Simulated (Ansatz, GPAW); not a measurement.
Given: the input of a run of Ansatz 0.2.0 on NiO. 

File input.yaml:

```yaml
crystal:
  lattice:
    - [0.0, 2.0859016414, 2.0859016414]
    - [2.0859016414, 0.0, 2.0859016414]
    - [2.0859016414, 2.0859016414, 0.0]
  atoms:
    - { symbol: Ni, position: [0.0, 0.0, 0.0], spin: 1.0 }
    - { symbol: O, position: [0.5, 0.5, 0.5] }
kpoints:
  mp_grid: { grid: [11, 11, 11] }
scf:
  occupations: { method: gaussian, width: 0.026 }
hamiltonian:
  xc: pbe
  pseudopotentials: { kind: all_electron, lapw: { basis_error: 0.001 } }
magnetization:
  spin_polarized: true
output:
  forces: true
  stress: true
  eigenvalues: true
```

Potentials or basis: all-electron LAPW, scalar-relativistic.

Command:

```sh
$ ansatz run input.yaml --threads 2 --pin off --max-ram 6144MiB --backend cpu --events-out ev --progress --plain --runs-dir out
```

Problem. Translate it to GPAW 26.7.0 (ASE script). Potentials or basis there: GPAW PAW data sets (gpaw-data 1.2.1), cutoff 800 eV.

Solution. As run (cutoffs and basis follow the program's own potentials, and thresholds, step limits or extra output files can differ):

The input run.py:

```python
from ase.dft.bandgap import bandgap
from ase.io import read, write
from ase.units import Bohr, GPa
from gpaw import GPAW, PW
from gpaw.elf import elf_from_dft_calculation

atoms = read('NiO.xyz')
atoms.set_initial_magnetic_moments([1.0, 0.0])

calc = GPAW(mode=PW(800),
            xc='PBE',
            kpts={'size': (11, 11, 11), 'gamma': True},
            occupations={'name': 'methfessel-paxton', 'order': 0, 'width': 0.026000000000000002},
            nbands=22,
            convergence={'density': 1e-05, 'energy': 1e-05},
            maxiter=150,
            txt='gpaw.txt')
atoms.calc = calc
energy = atoms.get_potential_energy()
forces = atoms.get_forces()
stress = atoms.get_stress()
calc.write('gs.gpw')
write('result.traj', atoms)
print(f'Energy: {energy:.6f} eV')
print('Forces (eV/A):')
print(forces.round(4))
print('Stress (GPa):', (stress / GPa).round(3))
print('Moments:', calc.get_magnetic_moments().round(3))
print('Fermi level:', round(calc.get_fermi_level(), 4), 'eV')
print(f'Gap: {bandgap(calc)[0]:.4f} eV, direct: {bandgap(calc, direct=True)[0]:.4f} eV')

# fields on the real-space grid
write('density.cube', atoms, data=calc.get_pseudo_density() * Bohr**3)
write('potential.cube', atoms, data=calc.get_electrostatic_potential())
write('spin.cube', atoms, data=(calc.get_pseudo_density(spin=0) - calc.get_pseudo_density(spin=1)) * Bohr**3)
write('elf.cube', atoms, data=elf_from_dft_calculation(calc).data)
```

Contents of NiO.xyz:

```xyz
2
Lattice="0.0000000000 2.0859016414 2.0859016414 2.0859016414 0.0000000000 2.0859016414 2.0859016414 2.0859016414 0.0000000000" Properties=species:S:1:pos:R:3 pbc="T T T"
Ni     0.0000000000      0.0000000000      0.0000000000
O      2.0859016414      2.0859016414      2.0859016414
```

Potentials or basis: GPAW PAW data sets (gpaw-data 1.2.1), pw.

Launch:

```bash
$ OMP_NUM_THREADS=1 python run.py
```

Both were run:

|  | Ansatz | GPAW |
| --- | --- | --- |
| Pressure | 6.6 GPa | 10.2 GPa |
| Net moment | 1.82 μB per cell | 1.78 μB per cell |

Where Ansatz's input types no cutoff or centring, it takes its own default and a Γ-centred mesh.

The magnetic state is the one that the start led to; the real crystal's order can differ.

The two runs disagree by more than potentials and bases usually give (in gap, levels, pressure or energy); the cause wasn't traced.

Pressure is positive in compression.
